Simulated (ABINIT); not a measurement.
# Ta (Im-3m) in ABINIT: notebook, part 2 of 2

ABINIT 10.8.3 (patched build). Earlier steps stand in the parts before.

### 4 Band structure, r2SCAN

run.abi

```
ndtset 2

pp_dirpath "./"
pseudos "Ta.GGA_PBE-JTH.xml"

acell 3*1.0
rprim
    -3.1204669551     3.1204669551     3.1204669551
     3.1204669551    -3.1204669551     3.1204669551
     3.1204669551     3.1204669551    -3.1204669551
ntypat 1
znucl 73
natom 1
typat 1
xred
     0.0000000000     0.0000000000     0.0000000000

ecut 489.804952 eV
pawecutdg 36.0

ixc -497498
usekden 1
pawxcdev 0

occopt 3
tsmear 0.05 eV

nstep 100

iomode 3
prtwf 0
prteig 0
prtebands 0
prtden1 1
prtkden1 1

kptopt1 1
ngkpt1 11 11 11
nshiftk1 1
shiftk1 0.0 0.0 0.0
nband1 11
tolvrs1 1.0e-7

iscf2 -2
getden2 1
getkden2 1
nband2 15
nbdbuf2 2
tolwfr2 1.0e-12
kptopt2 -5
ndivsm2 6
prteig2 1
kptbounds2
     0.0000000000     0.0000000000     0.0000000000
     0.5000000000    -0.5000000000     0.5000000000
     0.0000000000     0.0000000000     0.5000000000
     0.0000000000     0.0000000000     0.0000000000
     0.2500000000     0.2500000000     0.2500000000
     0.5000000000    -0.5000000000     0.5000000000
```

Potentials or basis: JTH PAW PBE v2.0.

Run with:

```sh
> abinit run.abi > log 2>&1
```

run.abo:

```text
.Version 10.8.3 of ABINIT
 DATASET    1 : space group Im -3 m (#229); Bravais cI (body-center cubic)
================================================================================
 Values of the parameters that define the memory need for DATASET  1.
     intxc =       0    ionmov =       0      iscf =      17    lmnmax =      18
     lnmax =       6     mgfft =      24  mpssoang =       3    mqgrid =    3001
     natom =       1  nloc_mem =       2    nspden =       1   nspinor =       1
    nsppol =       1      nsym =      48    n1xccc =       1    ntypat =       1
    occopt =       3   xclevel =       2
       mpw =         453          nfft =       13824          nkpt =          56
 PAW method is used; the additional fine FFT grid is defined by:
   mgfftf=        30    nfftf =     27000
================================================================================
================================================================================

 DATASET    2 : space group Im -3 m (#229); Bravais cI (body-center cubic)
================================================================================
 Values of the parameters that define the memory need for DATASET  2.
     intxc =       0    ionmov =       0      iscf =      -2    lmnmax =      18
     lnmax =       6     mgfft =      24  mpssoang =       3    mqgrid =    3001
     natom =       1  nloc_mem =       2    nspden =       1   nspinor =       1
    nsppol =       1      nsym =      48    n1xccc =       1    ntypat =       1
    occopt =       3   xclevel =       2
       mpw =         466          nfft =       13824          nkpt =          35
 PAW method is used; the additional fine FFT grid is defined by:
   mgfftf=        30    nfftf =     27000
================================================================================
================================================================================

--------------------------------------------------------------------------------
------------- Echo of variables that govern the present computation ------------
--------------------------------------------------------------------------------
 -outvars: echo values of preprocessed input variables --------
            acell      1.0000000000E+00  1.0000000000E+00  1.0000000000E+00 Bohr
              amu      1.80947900E+02
             ecut      1.80000000E+01 Hartree
           getden1          0
           getden2          1
          getkden1          0
          getkden2          1
             iscf1         17
             iscf2         -2
                       outvar_i_n : Printing only first  50 k-points.
              ixc     -497498
           jdtset        1    2
                       outvar_i_n : Printing only first  50 k-points.
           kptopt1          1
           kptopt2         -5
         kptrlatt       11    0    0      0   11    0      0    0   11
          kptrlen1     5.94528804E+01
          kptrlen2     3.00000000E+01
            natom           1
            nband1         11
            nband2         15
           nbdbuf1          0
           nbdbuf2          2
           ndtset           2
           ndivsm1          0
           ndivsm2          6
[... 473 lines left out ...]
  2.62E-13  8.18E-13  9.83E-13  2.93E-13  3.39E-13  1.06E-08  4.90E-07
 -2.4945E+00 -1.2551E+00 -1.2551E+00 -1.2519E+00 -1.0221E-01 -1.0221E-01
  2.0829E-01  2.7011E-01  2.7011E-01  3.9583E-01  3.9583E-01  4.1074E-01
  7.0200E-01  8.8663E-01  8.8663E-01
 Non-SCF case, kpt   35 (  0.50000 -0.50000  0.50000), residuals and eigenvalues=
  2.70E-13  2.17E-13  9.31E-13  9.06E-14  2.42E-13  4.29E-13  5.56E-13  2.11E-13
  1.30E-13  1.37E-13  2.50E-13  1.71E-13  4.38E-13  2.42E-08  1.51E-06
 -2.4942E+00 -1.2548E+00 -1.2548E+00 -1.2548E+00 -1.1064E-01 -1.1064E-01
  2.9551E-01  2.9551E-01  2.9551E-01  3.6464E-01  3.6464E-01  3.6464E-01
  6.5334E-01  9.0223E-01  9.0224E-01

Result for kinetic energy density :

--------------------------------------------------------------------------------
 Total kinetic energy density [Ha/Bohr^3]
)     Maximum=    1.6868E-01  at reduced coord.    0.0000    0.8667    0.8667
)     Minimum=    9.5561E-03  at reduced coord.    0.7333    0.5000    0.2333
   Integrated=    5.9839E+00
--------------------------------------------------------------------------------

--- !ResultsGS
iteration_state: {dtset: 2, }
comment   : Summary of ground state results
lattice_vectors:
- [ -3.1204670,   3.1204670,   3.1204670, ]
- [  3.1204670,  -3.1204670,   3.1204670, ]
- [  3.1204670,   3.1204670,  -3.1204670, ]
lattice_lengths: [   5.40481,    5.40481,    5.40481, ]
lattice_angles: [109.471, 109.471, 109.471, ] # degrees, (23, 13, 12)
lattice_volume:   1.2153987E+02
convergence: {deltae:  0.000E+00, res2:  0.000E+00, residm:  9.991E-13, diffor:  0.000E+00, }
etotal    :  -1.71829228E+01
entropy   :   0.00000000E+00
fermie    :   3.31525851E-02
cartesian_stress_tensor: null
pressure_GPa: null
xred      :
- [  0.0000E+00,   0.0000E+00,   0.0000E+00, Ta]
cartesian_forces: null
force_length_stats: {min: null, max: null, mean: null, }
...

 Integrated electronic density in atomic spheres:
 ------------------------------------------------
 Atom  Sphere_radius  Integrated_density
    1        2.41973         10.64849999

================================================================================

 ----iterations are completed or convergence reached----

 Mean square residual over all n,k,spin=   40.702E-14; max=  99.907E-14
 reduced coordinates (array xred) for    1 atoms
       0.000000000000      0.000000000000      0.000000000000

 cartesian coordinates (angstrom) at end:
    1      0.00000000000000     0.00000000000000     0.00000000000000
 length scales=  1.000000000000  1.000000000000  1.000000000000 bohr
              =  0.529177210544  0.529177210544  0.529177210544 angstroms
 Eigenvalues (hartree) for nkpt=  35  k points:
 kpt#   1, nband= 15, wtk=  1.00000, kpt=  0.0000  0.0000  0.0000 (reduced coord)
  -2.50238   -1.22341   -1.22341   -1.22341   -0.27087    0.06519    0.06519    0.06519
   0.19327    0.19327    0.60906    0.60906    0.60906    1.02791    1.02792
 kpt#   2, nband= 15, wtk=  1.00000, kpt=  0.0625 -0.0625  0.0625 (reduced coord)
  -2.50203   -1.22598   -1.22456   -1.22456   -0.25761    0.06312    0.06312    0.07144
   0.17083    0.20080    0.63246    0.63246    0.63270    0.90551    1.04750
 kpt#   3, nband= 15, wtk=  1.00000, kpt=  0.1250 -0.1250  0.1250 (reduced coord)
  -2.50104   -1.23262   -1.22784   -1.22784   -0.22038    0.06072    0.06072    0.08996
   0.11833    0.22002    0.68641    0.69659    0.69659    0.74884    1.06085
 kpt#   4, nband= 15, wtk=  1.00000, kpt=  0.1875 -0.1875  0.1875 (reduced coord)
  -2.49961   -1.24078   -1.23283   -1.23283   -0.16669    0.05751    0.06538    0.06538
   0.11969    0.23748    0.63439    0.74490    0.77795    0.77795    0.97864
 kpt#   5, nband= 15, wtk=  1.00000, kpt=  0.2500 -0.2500  0.2500 (reduced coord)
  -2.49800   -1.24792   -1.23880   -1.23880   -0.11044    0.00058    0.08324    0.08324
   0.15868    0.23294    0.59942    0.77181    0.77181    0.79675    0.99076
 kpt#   6, nband= 15, wtk=  1.00000, kpt=  0.3125 -0.3125  0.3125 (reduced coord)
  -2.49648   -1.25251   -1.24486   -1.24486   -0.07585   -0.04680    0.11761    0.11761
[... 74 lines left out ...]
  -2.49673   -1.25587   -1.25587   -1.22982   -0.04379   -0.01849   -0.01849    0.20606
   0.20606    0.39436    0.49331    0.49331    0.77261    0.83422    0.83422
 kpt#  32, nband= 15, wtk=  1.00000, kpt=  0.3929 -0.1786  0.3929 (reduced coord)
  -2.49598   -1.25625   -1.25625   -1.23572   -0.04717   -0.04717    0.00975    0.21203
   0.21203    0.41396    0.48187    0.48187    0.82508    0.82508    0.85739
 kpt#  33, nband= 15, wtk=  1.00000, kpt=  0.4286 -0.2857  0.4286 (reduced coord)
  -2.49513   -1.25576   -1.25576   -1.24448   -0.07890   -0.07890    0.09756    0.23540
   0.23540    0.42493    0.44486    0.44486    0.81095    0.85154    0.85154
 kpt#  34, nband= 15, wtk=  1.00000, kpt=  0.4643 -0.3929  0.4643 (reduced coord)
  -2.49446   -1.25509   -1.25509   -1.25192   -0.10221   -0.10221    0.20829    0.27011
   0.27011    0.39583    0.39583    0.41074    0.70200    0.88663    0.88663
 kpt#  35, nband= 15, wtk=  1.00000, kpt=  0.5000 -0.5000  0.5000 (reduced coord)
  -2.49421   -1.25479   -1.25479   -1.25479   -0.11064   -0.11064    0.29551    0.29551
   0.29551    0.36464    0.36464    0.36464    0.65334    0.90223    0.90224

== END DATASET(S) ==============================================================
================================================================================

 -outvars: echo values of variables after computation  --------
            acell      1.0000000000E+00  1.0000000000E+00  1.0000000000E+00 Bohr
           etotal1    -1.7182922788E+01
            fcart1    -0.0000000000E+00 -0.0000000000E+00 -0.0000000000E+00
            rprim     -3.1204669551E+00  3.1204669551E+00  3.1204669551E+00
                       3.1204669551E+00 -3.1204669551E+00  3.1204669551E+00
                       3.1204669551E+00  3.1204669551E+00 -3.1204669551E+00
           strten1     4.2859463428E-06  4.2859463428E-06  4.2859463427E-06
                       0.0000000000E+00  0.0000000000E+00  0.0000000000E+00
 Calculation completed.
```

It took 53 s on 1 thread of Arm Neoverse V1, shared host; peak memory 0.12 GiB.

Results:

| Property | Result |
| --- | --- |
| Free energy | -467.5711 eV |
| Band gap on the k mesh | none (metal or under the smearing width) |
| Valence electrons inside the program's atomic spheres | Ta 10.65 (radii [1.2805] Å) |

Levels at the corners of the path, in eV from the Fermi level:
| point | band 2 | band 3 | band 4 | band 5 | band 6 | band 7 | band 8 | band 9 | band 10 | band 11 |
| --- | --- | --- | --- | --- | --- | --- | --- | --- | --- | --- |
| Γ | -34.19 | -34.19 | -34.19 | -8.27 | 0.87 | 0.87 | 0.87 | 4.36 | 4.36 | 15.67 |
| H | -35.05 | -35.05 | -35.05 | -3.91 | -3.91 | 7.14 | 7.14 | 7.14 | 9.02 | 9.02 |
| N | -35.43 | -34.59 | -34.20 | -4.52 | -1.53 | 1.50 | 4.23 | 5.29 | 8.12 | 12.39 |
| Γ | -34.19 | -34.19 | -34.19 | -8.27 | 0.87 | 0.87 | 0.87 | 4.36 | 4.36 | 15.67 |
| P | -34.81 | -34.81 | -34.81 | -1.31 | -1.31 | -1.31 | 5.48 | 5.48 | 7.79 | 13.34 |
| H | -35.05 | -35.05 | -35.05 | -3.91 | -3.91 | 7.14 | 7.14 | 7.14 | 9.02 | 9.02 |

Caveat: the cutoff is too short for stress, so the log's stress isn't used; totals of a meta-GGA on PAW files have another zero than those of a GGA; the PAW data sets were made with another functional, which shifts forces and pressure a little; spin-orbit coupling is left out, which moves the levels of the heavy elements.

### 5 Overview

| task | level | cutoff (eV) | fine-grid cutoff | gap on the mesh (eV) |
| --- | --- | --- | --- | --- |
| band structure | PBE | 408 | 816.342 eV | none |
| equation of state | revPBE | 408 | 816.342 eV | - |
| band structure | r2SCAN | 490 | 979.61 eV | none |

Alike in all rows: potentials or basis JTH PAW PBE v2.0; no spin polarisation; cell as given; k mesh 11 × 11 × 11; smearing fermi-dirac 0.05 eV.

Caveats: spin-orbit coupling is left out, which moves the levels of the heavy elements (some runs); the PAW data sets were made with another functional, which shifts forces and pressure a little (some runs); pressures at fixed basis lie under the slope of the energies (some runs); totals of a meta-GGA on PAW files have another zero than those of a GGA (some runs).

Total energies depend on the potentials used, so only differences within one code and one set of settings carry meaning.

### 6 Against experiment

Step 3. Against the measured bulk modulus of Ta, 194 GPa (quoted in “Refinement of the equation of state of tantalum”, 2004, arxiv:cond-mat/0403080), the calculated 189 GPa is off by -2.5 %. The fit is for a static lattice scaled at fixed shape and fixed fractional positions.
